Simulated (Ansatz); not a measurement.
Computed scan of one atom of the cell: MgF2 (rutile)

Starting cell, MgF₂ (rutile):

```yaml
crystal:
  lattice:
    - [4.69838, 0.00000, 0.00000]
    - [0.00000, 4.69838, 0.00000]
    - [0.00000, 0.00000, 3.09284]
  atoms:
    - { symbol: Mg, position: [0.00000, 0.00000, 0.00000] }
    - { symbol: Mg, position: [0.50000, 0.50000, 0.50000] }
    - { symbol: F, position: [0.30358, 0.30358, 0.00000] }
    - { symbol: F, position: [0.80358, 0.19642, 0.50000] }
    - { symbol: F, position: [0.19642, 0.80358, 0.50000] }
    - { symbol: F, position: [0.69642, 0.69642, 0.00000] }
```

In this cell atom 6 (F, nearest neighbour Mg at 2.017 Å; its periodic images, 3.1 Å or more away, move with it) is moved by s along Cartesian x, unit vector (1.000, 0.000, 0.000); all other atoms and the cell stay fixed.

Calculation: PBE (plane waves to 420 eV, PAW, scalar-relativistic; Ansatz, a program for electronic structure). k mesh 6×6×9 (Γ-centred), Fermi-Dirac smearing 0.05 eV. Energies are smeared free energies. Compression counts positive. F∥ is the force on the atom along that direction. F⊥ is the part of the force across the line. MgF2 was relaxed with its symmetry unable to fall. The zero of ΔE is the undisplaced structure.

| s (Å) | ΔE (eV/cell) | F∥ (eV/Å) | P (GPa) | |F⊥| (eV/Å) |
|---|---|---|---|---|
| -0.200 | 0.1325 | 1.301 | 1.18 | 0.704 |
| -0.160 | 0.0855 | 1.052 | 0.84 | 0.566 |
| -0.120 | 0.0484 | 0.798 | 0.55 | 0.428 |
| -0.080 | 0.0217 | 0.538 | 0.31 | 0.289 |
| -0.040 | 0.0055 | 0.272 | 0.13 | 0.147 |
| 0.000 | 0.0000 | 0.000 | 0.00 | 0.000 |
| 0.040 | 0.0056 | -0.279 | -0.07 | 0.153 |
| 0.080 | 0.0224 | -0.566 | -0.09 | 0.316 |
| 0.120 | 0.0509 | -0.860 | -0.03 | 0.492 |
| 0.160 | 0.0914 | -1.164 | 0.08 | 0.682 |
| 0.200 | 0.1441 | -1.477 | 0.27 | 0.891 |

Derived quantities:

Energy at s = 0.200 Å: 144.1 meV/cell
Force along the line at s = -0.200 Å: 1.30 eV/Å
Symmetry of the curve: not even: the positive side lies higher at ±0.200 Å
Shape of the curve: a single well with its minimum at or next to zero displacement
Force constant k = d²E/ds² at s = 0 (finite differences): 6.89 eV/Å²
Harmonic estimate at the end of the scan: ½ks² = 137.8 meV/cell against the computed 144.1 meV/cell, so the well is close to harmonic there

(For displaced atoms, the force is minus the slope of the energy, and its curvature is a force constant, which sets phonon frequencies.)
